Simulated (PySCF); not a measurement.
Compound: aniline, C₆H₇N.
SMILES: `c1cc(ccc1)N`

Torsions of this conformer, `[NH2:1][c:2]1[cH:3][cH:4][cH:5][cH:6][cH:7]1`: H–N1–C2–C3 -161°, H–N1–C2–C3 -22°.

The closed-shell ground state was solved at several levels (PySCF, density fitting, gas phase, non-relativistic). Geometry: GFN2-xTB; no solvent, vibrations or thermal averaging.

| level | basis functions | total energy (Eh) | HOMO (eV) | LUMO (eV) | gap (eV) | dipole (D) |
| --- | --- | --- | --- | --- | --- | --- |
| B3LYP/pcJ-1 | 259 | -287.6221 | -5.63 | -0.13 | 5.50 | 1.79 |
| CAM-B3LYP/def2-SVPD | 196 | -287.2534 | -7.12 | 1.00 | 8.12 | 1.60 |

**Question.** Estimate the row for PBE0/pcSseg-1, a basis of 154 functions; the other rows only guide the guess.

**Answer.** Total energy -287.2280 Eh, HOMO -5.87 eV, LUMO 0.03 eV, gap 5.90 eV, dipole 1.78 D.

**Question.** Over all these levels, which gives the widest orbital gap and which the narrowest?

**Answer.** CAM-B3LYP/def2-SVPD (range-separated hybrid) has the widest, 8.12 eV, and B3LYP/pcJ-1 (global hybrid, 20 % exact exchange) the narrowest, 5.50 eV. Functional and basis both differ between the two, so the spread mixes both effects.

**Question.** How far do the dipole and the HOMO energy spread over the levels?

**Answer.** The dipole runs from 1.60 to 1.79 D (mean 1.73 D) and the HOMO from -7.12 to -5.63 eV.
